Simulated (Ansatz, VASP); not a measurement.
## Ir in VASP and in Ansatz

```
CELL_PARAMETERS angstrom
0.00000 1.91513 1.91513
1.91513 0.00000 1.91513
1.91513 1.91513 0.00000
ATOMIC_POSITIONS crystal
Ir 0.00000 0.00000 0.00000
```

Alike in both runs: functional PBEsol; k mesh 18 × 18 × 18; occupations gaussian, width 0.1 eV; no spin polarisation.

Ansatz relaxed the structure, and its values are those at the end. VASP's run is a single point on that final structure, the one shown.

```csv
,VASP,Ansatz
version,VASP 6.6.1,Ansatz 0.2.0
potentials or method,"VASP PAW PBE potentials, release 64 (Ir)","scalar-relativistic, plane waves, PAW"
plane-wave cutoff (eV),520,420
valence electrons in the cell,9,17
```

|  | VASP | Ansatz | Ansatz less VASP |
| --- | --- | --- | --- |
| gap on the k mesh at the Fermi level (eV) | none | none | - |
| pressure (GPa) | 0.9 | 0.0 | -0.86 |

A gap of «none» marks a metal or a gap that the smearing closes. The functional is the same, so the differences come from potentials, cutoffs and numerics. The two sets of potentials don't hold the same shells in valence.

Caveats: the PAW data sets were made with another functional, which shifts forces and pressure a little (VASP). The runs have no spin-orbit coupling, so splittings on Ir are missing.
